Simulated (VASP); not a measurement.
Zr, 1 atom in the cell. The typed cell holds 1 atom: a = 3.196 Å, b = 3.110 Å, c = 3.126 Å, α = 107.47°, β = 112.52°, γ = 108.97°. This isn't the form of Zr at room conditions, which is hcp. The cell isn't the ideal one: cell strained at random at fixed volume.

```yaml
Program: VASP 6.6.1
Task: relaxation of the atoms
Functional: r2SCAN
Potentials_or_basis: VASP PAW PBE potentials, release 64 (Zr_sv)
Cutoff: 520 eV
k_mesh: 7 × 7 × 7
Occupations: methfessel-paxton, width 0.1 eV
Spin: no spin polarisation
Further_INCAR_settings: ALGO = Normal; EDIFF = 1e-06; IBRION = 2; EDIFFG = -0.02; NSW = 60
```

Potentials or basis: VASP PAW PBE potentials, release 64 (Zr_sv).

Run with:

```console
$ cat potpaw_PBE.64/Zr_sv/POTCAR > POTCAR
$ mpirun -np 1 vasp_std > vasp.out
```

Hardware: 1 thread of AMD EPYC 9R45 96-Core Processor (Zen 5), on a shared host.

**Question.** Estimate the wall time of this run.

**Answer.** Wall time 120 s on 1 thread of AMD EPYC 9R45 96-Core Processor (Zen 5) (shared host), peak memory 0.14 GiB. Counts: scf iterations 18, k points 172, ion steps 1.
